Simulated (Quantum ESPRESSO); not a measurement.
# KCl (Sylvite) (Fm-3m) in Quantum ESPRESSO: reference runs

Reference runs on KCl (Sylvite): the cell as given and a disturbed copy.

Program: Quantum ESPRESSO 7.5. These are calculated values, not measurements. Logs are shortened: lines on timing, memory, paths and dates and some standing lists are left out, and cuts for length are marked.

## 1. The crystal as given

Symmetry: Fm-3m, No. 225, cubic system. Conventional cell: a = 6.293 Å, b = 6.293 Å, c = 6.293 Å, α = 90.00°, β = 90.00°, γ = 90.00°. Around K (site symmetry m-3m) lie 6 Cl at 3.15 Å. Cl (site symmetry m-3m) has 6 K at 3.15 Å as nearest neighbours.

## 2. Single point, PBE

pw.in

```
&CONTROL
  calculation = 'scf'
  prefix = 'pwscf'
  outdir = './tmp'
  pseudo_dir = './pseudo'
  tprnfor = .true.
  tstress = .true.
  disk_io = 'low'
/
&SYSTEM
  ibrav = 0
  nat = 2
  ntyp = 2
  ecutwfc = 60
  ecutrho = 480
  nbnd = 14
  occupations = 'smearing'
  smearing = 'fd'
  degauss = 0.00367493
/
&ELECTRONS
  conv_thr = 4d-10
  electron_maxstep = 120
  mixing_beta = 0.5
/
ATOMIC_SPECIES
K     39.0983 K.pbe-spn-kjpaw_psl.1.0.0.UPF
Cl    35.4500 cl_pbe_v1.4.uspp.F.UPF
CELL_PARAMETERS angstrom
   0.0000000000    3.1464700000    3.1464700000
   3.1464700000    0.0000000000    3.1464700000
   3.1464700000    3.1464700000    0.0000000000
ATOMIC_POSITIONS crystal
K      0.0000000000    0.0000000000    0.0000000000
Cl     0.5000000000    0.5000000000    0.5000000000
K_POINTS automatic
7 7 7 0 0 0
```

pp_density.in

```
&INPUTPP
  prefix = 'pwscf'
  outdir = './tmp'
  filplot = 'density.dat'
  plot_num = 0
/
&PLOT
  nfile = 1
  filepp(1) = 'density.dat'
  iflag = 3
  output_format = 6
  fileout = 'density.cube'
/
```

pp_potential.in

```
&INPUTPP
  prefix = 'pwscf'
  outdir = './tmp'
  filplot = 'potential.dat'
  plot_num = 11
/
&PLOT
  nfile = 1
  filepp(1) = 'potential.dat'
  iflag = 3
  output_format = 6
  fileout = 'potential.cube'
/
```

Potentials or basis: SSSP 1.3 efficiency PBE.

Run with:

```bash
OMP_NUM_THREADS=1 pw.x -in pw.in > pw.out
OMP_NUM_THREADS=1 pp.x -in pp_density.in > pp_density.out
OMP_NUM_THREADS=1 pp.x -in pp_potential.in > pp_potential.out
```

pw.out:

```text
This program is part of the open-source Quantum ESPRESSO suite
     for quantum simulation of materials; please cite
         "P. Giannozzi et al., J. Phys.:Condens. Matter 21 395502 (2009);
         "P. Giannozzi et al., J. Phys.:Condens. Matter 29 465901 (2017);
         "P. Giannozzi et al., J. Chem. Phys. 152 154105 (2020);
     in publications or presentations arising from this work. More details at

     file K.pbe-spn-kjpaw_psl.1.0.0.UPF: wavefunction(s)  3S renormalized
     Message from routine setup:
     using ibrav=0 with symmetry is DISCOURAGED, use correct ibrav instead

     Subspace diagonalization in iterative solution of the eigenvalue problem:
     a serial algorithm will be used

     G-vector sticks info
     --------------------
     sticks:   dense  smooth     PW     G-vecs:    dense   smooth      PW
     Sum        2347    1159    349                74825    26469    4279

     Using Slab Decomposition

     bravais-lattice index     =            0
     lattice parameter (alat)  =       8.4089  a.u.
     unit-cell volume          =     420.4336 (a.u.)^3
     number of atoms/cell      =            2
     number of atomic types    =            2
     number of electrons       =        16.00
     number of Kohn-Sham states=           14
     kinetic-energy cutoff     =      60.0000  Ry
     charge density cutoff     =     480.0000  Ry
     scf convergence threshold =      4.0E-10
     mixing beta               =       0.5000
     number of iterations used =            8  plain     mixing
     Exchange-correlation=  SLA  PW   PBX  PBC
                           (   1   4   3   4   0   0   0)

     celldm(1)=   8.408867  celldm(2)=   0.000000  celldm(3)=   0.000000
     celldm(4)=   0.000000  celldm(5)=   0.000000  celldm(6)=   0.000000

     crystal axes: (cart. coord. in units of alat)
               a(1) = (   0.000000   0.707107   0.707107 )
               a(2) = (   0.707107   0.000000   0.707107 )
               a(3) = (   0.707107   0.707107   0.000000 )

     reciprocal axes: (cart. coord. in units 2 pi/alat)
               b(1) = ( -0.707107  0.707107  0.707107 )
               b(2) = (  0.707107 -0.707107  0.707107 )
               b(3) = (  0.707107  0.707107 -0.707107 )

     PseudoPot. # 1 for K  read from file:
     K.pbe-spn-kjpaw_psl.1.0.0.UPF
     Pseudo is Projector augmented-wave + core cor, Zval =  9.0
     Generated using "atomic" code by A. Dal Corso  v.5.1
     Shape of augmentation charge: PSQ
     Using radial grid of 1165 points,  6 beta functions with:
                l(1) =   0
                l(2) =   0
                l(3) =   1
                l(4) =   1
                l(5) =   2
                l(6) =   2
     Q(r) pseudized with 0 coefficients

     PseudoPot. # 2 for Cl read from file:
     cl_pbe_v1.4.uspp.F.UPF
     Pseudo is Ultrasoft + core correction, Zval =  7.0
     Generated by new atomic code, or converted to UPF format
     Using radial grid of  909 points,  6 beta functions with:
                l(1) =   0
                l(2) =   0
                l(3) =   1
                l(4) =   1
                l(5) =   2
                l(6) =   2
     Q(r) pseudized with  8 coefficients,  rinner =    1.300   1.300   1.300
                                                       1.300   1.300

     atomic species   valence    mass     pseudopotential
     K                 9.00    39.09830     K ( 1.00)
     Cl                7.00    35.45000     Cl( 1.00)

     48 Sym. Ops., with inversion, found

   Cartesian axes

     site n.     atom                  positions (alat units)
         1        K      tau(   1) = (   0.0000000   0.0000000   0.0000000  )
         2        Cl     tau(   2) = (   0.7071068   0.7071068   0.7071068  )

     number of k points=    20  Fermi-Dirac smearing, width (Ry)=  0.0037
                       cart. coord. in units 2pi/alat
        k(    1) = (   0.0000000   0.0000000   0.0000000), wk =   0.0058309
        k(    2) = (   0.1010153   0.1010153  -0.1010153), wk =   0.0466472
        k(    3) = (   0.2020305   0.2020305  -0.2020305), wk =   0.0466472
        k(    4) = (   0.3030458   0.3030458  -0.3030458), wk =   0.0466472
        k(    5) = (   0.2020305   0.0000000   0.0000000), wk =   0.0349854
        k(    6) = (   0.3030458   0.1010153  -0.1010153), wk =   0.1399417
[... 12 lines left out ...]
        k(   19) = (  -0.1010153  -0.5050763   0.7071068), wk =   0.1399417
        k(   20) = (   0.0000000  -0.4040610   0.6060915), wk =   0.1399417

     Dense  grid:    74825 G-vectors     FFT dimensions: (  60,  60,  60)

     Smooth grid:    26469 G-vectors     FFT dimensions: (  45,  45,  45)

     Initial potential from superposition of free atoms

     starting charge      15.9812, renormalised to      16.0000

     negative rho (up, down):  1.480E-02 0.000E+00
     Starting wfcs are   12 randomized atomic wfcs +    2 random wfcs
     Checking if some PAW data can be deallocated...

     Self-consistent Calculation

     iteration #  1     ecut=    60.00 Ry     beta= 0.50
     Davidson diagonalization with overlap
     ethr =  1.00E-02,  avg # of iterations =  6.9

     Threshold (ethr) on eigenvalues was too large:
     Diagonalizing with lowered threshold

     Davidson diagonalization with overlap
     ethr =  4.52E-04,  avg # of iterations =  3.1

     negative rho (up, down):  1.506E-02 0.000E+00

     total energy              =    -146.57506642 Ry
     estimated scf accuracy    <       0.07108377 Ry

     iteration #  2     ecut=    60.00 Ry     beta= 0.50
     Davidson diagonalization with overlap
     ethr =  4.44E-04,  avg # of iterations =  2.6

     negative rho (up, down):  1.464E-02 0.000E+00

     total energy              =    -146.59093157 Ry
     estimated scf accuracy    <       0.00369211 Ry

     iteration #  3     ecut=    60.00 Ry     beta= 0.50
     Davidson diagonalization with overlap
     ethr =  2.31E-05,  avg # of iterations =  5.8

     negative rho (up, down):  1.421E-02 0.000E+00

     total energy              =    -146.59159430 Ry
     estimated scf accuracy    <       0.00087984 Ry

     iteration #  4     ecut=    60.00 Ry     beta= 0.50
     Davidson diagonalization with overlap
     ethr =  5.50E-06,  avg # of iterations =  4.5

     negative rho (up, down):  1.429E-02 0.000E+00

     total energy              =    -146.59167672 Ry
     estimated scf accuracy    <       0.00002403 Ry

     iteration #  5     ecut=    60.00 Ry     beta= 0.50
     Davidson diagonalization with overlap
     ethr =  1.50E-07,  avg # of iterations =  3.3

     negative rho (up, down):  1.429E-02 0.000E+00

     total energy              =    -146.59168610 Ry
     estimated scf accuracy    <       0.00000630 Ry

     iteration #  6     ecut=    60.00 Ry     beta= 0.50
     Davidson diagonalization with overlap
     ethr =  3.94E-08,  avg # of iterations =  2.1

     negative rho (up, down):  1.428E-02 0.000E+00

     total energy              =    -146.59168746 Ry
     estimated scf accuracy    <       0.00000010 Ry

     iteration #  7     ecut=    60.00 Ry     beta= 0.50
     Davidson diagonalization with overlap
     ethr =  6.15E-10,  avg # of iterations =  3.5

     negative rho (up, down):  1.428E-02 0.000E+00

     total energy              =    -146.59168754 Ry
     estimated scf accuracy    <       0.00000002 Ry

     iteration #  8     ecut=    60.00 Ry     beta= 0.50
     Davidson diagonalization with overlap
     ethr =  9.44E-11,  avg # of iterations =  2.0

     negative rho (up, down):  1.428E-02 0.000E+00

     total energy              =    -146.59168755 Ry
     estimated scf accuracy    <          5.5E-10 Ry

     iteration #  9     ecut=    60.00 Ry     beta= 0.50
     Davidson diagonalization with overlap
     ethr =  3.46E-12,  avg # of iterations =  3.2

     negative rho (up, down):  1.427E-02 0.000E+00

     total energy              =    -146.59168755 Ry
     estimated scf accuracy    <          4.7E-10 Ry

     iteration # 10     ecut=    60.00 Ry     beta= 0.50
     Davidson diagonalization with overlap
     ethr =  2.92E-12,  avg # of iterations =  2.0

     negative rho (up, down):  1.427E-02 0.000E+00

     End of self-consistent calculation

          k = 0.0000 0.0000 0.0000 (  3287 PWs)   bands (ev):

   -26.2867 -11.2122  -9.7488  -9.7488  -9.7488   0.9058   0.9058   0.9058
     6.0951   9.2725   9.2725   9.2725  10.1306  10.1306

          k = 0.1010 0.1010-0.1010 (  3317 PWs)   bands (ev):

   -26.2847 -11.2512  -9.7506  -9.7506  -9.6998   0.6654   0.8410   0.8410
     6.5746   9.1328   9.5251   9.5251  10.4025  10.4025

          k = 0.2020 0.2020-0.2020 (  3308 PWs)   bands (ev):

   -26.2802 -11.3312  -9.7545  -9.7545  -9.5968   0.2087   0.7018   0.7018
     7.6239   9.0901  10.2297  10.2297  11.1288  11.1288

          k = 0.3030 0.3030-0.3030 (  3296 PWs)   bands (ev):

   -26.2766 -11.3894  -9.7576  -9.7576  -9.5199  -0.1035   0.5959   0.5959
     8.3914   9.4184  11.1705  11.1705  11.9888  11.9888

          k = 0.2020 0.0000 0.0000 (  3291 PWs)   bands (ev):

   -26.2840 -11.2512  -9.7591  -9.7591  -9.6873   0.5769   0.8524   0.8524
     6.6876   8.7633   9.7889   9.7889  10.2849  10.6663

          k = 0.3030 0.1010-0.1010 (  3294 PWs)   bands (ev):

   -26.2804 -11.2911  -9.7674  -9.7638  -9.6382   0.2884   0.7276   0.7612
     7.4968   8.5592  10.3587  10.4759  10.6887  11.2691

          k = 0.4041 0.2020-0.2020 (  3307 PWs)   bands (ev):

   -26.2765 -11.3373  -9.7720  -9.7691  -9.5822   0.0381   0.5767   0.6415
     8.3534   8.9772  10.9833  11.3745  11.4561  11.6440

          k =-0.2020-0.4041 0.4041 (  3290 PWs)   bands (ev):

   -26.2753 -11.3564  -9.7835  -9.7630  -9.5537  -0.0448   0.5448   0.5813
     8.6187   9.4040  11.1370  11.3212  11.5941  12.6882

          k =-0.1010-0.3030 0.3030 (  3305 PWs)   bands (ev):

   -26.2777 -11.3367  -9.7852  -9.7536  -9.5761   0.0911   0.6217   0.6460
     8.1733   9.0200  10.4416  11.0055  11.0898  11.9290

          k =-0.0000-0.2020 0.2020 (  3305 PWs)   bands (ev):

   -26.2819 -11.2907  -9.7706  -9.7481  -9.6403   0.3913   0.7360   0.7879
     7.2127   8.9113   9.7589  10.2316  10.6093  11.0089

          k = 0.4041 0.0000 0.0000 (  3315 PWs)   bands (ev):

   -26.2782 -11.2459  -9.7826  -9.7826  -9.6934   0.2258   0.7530   0.7530
     7.8602   7.9692  10.6708  11.1304  11.1304  11.5207

          k = 0.5051 0.1010-0.1010 (  3306 PWs)   bands (ev):

   -26.2752 -11.2295  -9.8058  -9.7887  -9.7126   0.1883   0.6195   0.6841
     7.9265   8.7104  11.0912  11.2371  11.6881  11.8925

          k =-0.1010-0.5051 0.5051 (  3287 PWs)   bands (ev):

   -26.2737 -11.2550  -9.8385  -9.7811  -9.6577   0.2005   0.4403   0.6082
     8.3880   9.5560  10.6872  11.0408  11.7211  12.0162

          k = 0.0000-0.4041 0.4041 (  3280 PWs)   bands (ev):

   -26.2748 -11.3030  -9.8279  -9.7655  -9.5977   0.1075   0.5056   0.5809
     8.7485   9.2219  10.5675  11.0608  11.3963  12.6804

          k = 0.6061 0.0000 0.0000 (  3302 PWs)   bands (ev):

   -26.2736 -11.1396  -9.8525  -9.8016  -9.8016   0.2302   0.6909   0.6909
     7.4970   9.0091  11.0331  11.1088  11.7520  12.3843

          k = 0.0000-0.6061 0.6061 (  3298 PWs)   bands (ev):

   -26.2730 -11.1518  -9.8820  -9.7983  -9.7615   0.2818   0.5549   0.6568
     7.7047   9.5847  10.5234  11.3025  11.3180  12.9121

          k = 0.4041 0.2020 0.0000 (  3302 PWs)   bands (ev):

   -26.2771 -11.2908  -9.7965  -9.7681  -9.6301   0.1592   0.6377   0.6668
     8.2679   8.4276  10.8999  10.9429  11.2869  11.7054

          k =-0.2020-0.4041 0.6061 (  3302 PWs)   bands (ev):

   -26.2745 -11.2892  -9.8121  -9.7866  -9.6181   0.1209   0.5140   0.5781
     8.6892   9.0895  10.6989  11.2486  11.7483  12.2303

          k =-0.1010-0.5051 0.7071 (  3301 PWs)   bands (ev):

   -26.2734 -11.1968  -9.8474  -9.8175  -9.7051   0.2622   0.5490   0.5896
     8.0280   9.4034  10.4289  11.3429  11.5628  12.3414

          k = 0.0000-0.4041 0.6061 (  3299 PWs)   bands (ev):

   -26.2731 -11.2242  -9.8532  -9.8174  -9.6584   0.3260   0.4019   0.5426
     8.6268   9.3265  10.4095  10.8107  12.2318  12.3125

     the Fermi energy is     3.3624 ev

!    total energy              =    -146.59168755 Ry
     estimated scf accuracy    <          2.7E-11 Ry
     smearing contrib. (-TS)   =       0.00000000 Ry
     internal energy E=F+TS    =    -146.59168755 Ry

     The total energy is F=E-TS. E is the sum of the following terms:
     one-electron contribution =     -28.61354638 Ry
     hartree contribution      =      19.90867129 Ry
     xc contribution           =     -20.80146768 Ry
     ewald contribution        =     -61.66688004 Ry
     one-center paw contrib.   =     -55.41846474 Ry

     convergence has been achieved in  10 iterations

     negative rho (up, down):  1.427E-02 0.000E+00

     Forces acting on atoms (cartesian axes, Ry/au):

     atom    1 type  1   force =     0.00000000    0.00000000    0.00000000
     atom    2 type  2   force =    -0.00000000   -0.00000000   -0.00000000

     Total force =     0.000000     Total SCF correction =     0.000000

     Computing stress (Cartesian axis) and pressure

     negative rho (up, down):  1.427E-02 0.000E+00
          total   stress  (Ry/bohr**3)                   (kbar)     P=        7.27
   0.00004943  -0.00000000  -0.00000000            7.27       -0.00       -0.00
  -0.00000000   0.00004943  -0.00000000           -0.00        7.27       -0.00
  -0.00000000  -0.00000000   0.00004943           -0.00       -0.00        7.27

=------------------------------------------------------------------------------=
   JOB DONE.
=------------------------------------------------------------------------------=
```

It took 58 s on 1 thread of Intel Xeon Platinum 8259CL at 2.50GHz (Skylake/Cascade Lake), shared host; peak memory 0.33 GiB.

Results:

| Item | Value |
| --- | --- |
| Free energy | -1994.4815 eV |
| Pressure | 0.7 GPa |
| Band gap on the k mesh | 5.19 eV, direct |

Caveat: an odd mesh through Γ misses points on the zone boundary, where band edges often lie.

(Continued in part 2 of 2.)
